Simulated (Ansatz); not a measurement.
Ge films: biaxial stress and wafer bow

Plane-wave DFT in Ansatz, PBEsol, scalar-relativistic PAW potentials, cutoff 420 eV, no spin-orbit coupling; no spin polarisation. Ge in space group Fd-3m, strained equally along a and b of the conventional cell, with c and the atoms relaxed within the symmetry (a film with c along the normal). Stress is the in-plane mean, tension positive.

| strain (%) | stress (GPa) | E − E(0) (meV/atom) |
| --- | --- | --- |
| -6.0 | -9.41 | 74.9 |
| -4.0 | -5.89 | 32.0 |
| -2.0 | -2.75 | 7.7 |
| +0.0 | -0.04 | 0.0 |
| +2.0 | 2.27 | 6.7 |
| +4.0 | 4.17 | 25.3 |
| +6.0 | ? | 54.0 |

Question: Fit the stress, get the biaxial modulus and predict the missing row.

Answer: A parabola through the given rows is σ = -0.04 + 1.256 ε -0.0510 ε² GPa (ε in %), so M = dσ/dε = 126 GPa at zero. It predicts 5.66 GPa at +6.0 %; the run gave 5.73 GPa. The miss is 0.07 GPa, so the fit holds even one step beyond its range. The negative square term means that the film is stiffer in compression than in tension. The energies check it: E/V = Mε² at small strain, and a cubic fit with V = 22.84 Å³/atom gives M = 126 GPa, in agreement.

Question: How much does a 20 nm film at -0.3 % strain bow a 300 mm Si(001) wafer 775 μm thick?

Answer: The fit, without its small constant, gives σ = -0.38 GPa. Stoney's formula, κ = 6σt_f/(M_s t_s²) with M_s = 180.5 GPa for Si(001) (literature), gives |κ| = 0.42×10⁻³ m⁻¹ and a bow κr²/2 = 4.7 μm at r = 150 mm, with the film side convex (compression pushes the centre up). This assumes a single-crystal or fully textured, unrelaxed film at 0 K.

The gap is zero at -6.0, -4.0, +0.0, +2.0, +4.0, +6.0 % and open in the other rows; where it is zero the stresses hang on mesh and smearing, and a semilocal functional can close a small gap that the real crystal has.

Cost: about 13 core-minutes for the runs cited, on Intel Xeon Platinum 8259CL (Skylake/Cascade Lake) (shared hosts).

The compressed film stores more energy and carries a larger stress than the stretched one at every matched strain, -9.41 against 5.73 GPa at the extremes. This is the usual anharmonicity of covalent bonding: shortening the Ge–Ge bonds meets steeply rising repulsion, while stretching them weakens the sp³ overlap that restores them. Because the film can relax along its normal, the response mixes bond stretching with softer bond-angle bending, so the modulus doesn't measure bond stiffness alone.

The value of 126 GPa lies somewhat below that from the measured elastic constants of Ge, probably because the functional makes the lattice slightly too soft. The predicted bow would then be a little too small for the same strain. A strain of -0.3 % is also far below the Ge/Si lattice mismatch, so on this wafer it describes a film that has already shed most of its misfit, presumably through dislocations. The small bow therefore can't be carried over to a coherent Ge layer, which would be under much greater compression.
